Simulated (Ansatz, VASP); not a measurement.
**NaCl in VASP and in Ansatz**

```xyz
2
Lattice="2.9981 0.0000 0.0000 0.0000 2.9981 0.0000 0.0000 0.0000 2.9981" Properties=species:S:1:pos:R:3 pbc="T T T"
Na    0.0000    0.0000    0.0000
Cl    1.4991    1.4991    1.4991
```

Measurements of this composition are mostly on another form, of space group No. 225.

Alike in both runs: functional PBEsol; k mesh 8 × 8 × 8; occupations gaussian, width 0.02 eV; no spin polarisation.

Ansatz relaxed the structure, and its values are those at the end. VASP's run is a single point on that final structure, the one shown.

|  | VASP | Ansatz |
| --- | --- | --- |
| version | VASP 6.6.1 | Ansatz 0.2.0 |
| potentials or method | VASP PAW PBE potentials, release 64 (Na_pv, Cl) | scalar-relativistic, plane waves, PAW |
| plane-wave cutoff (eV) | 520 | 420 |
| valence electrons in the cell | 14 | 16 |

```tsv
	VASP	Ansatz	Ansatz less VASP
gap on the k mesh at the Fermi level (eV)	4.70	4.66	-0.042
least direct gap on the mesh (eV)	4.70	4.66	-0.042
```

With one functional, cell and mesh, what is left measures potentials, basis and numerics. The two sets of potentials don't hold the same shells in valence.

 A k mesh can miss the band edges. As with any semilocal functional, this PBEsol gap is likely too small.
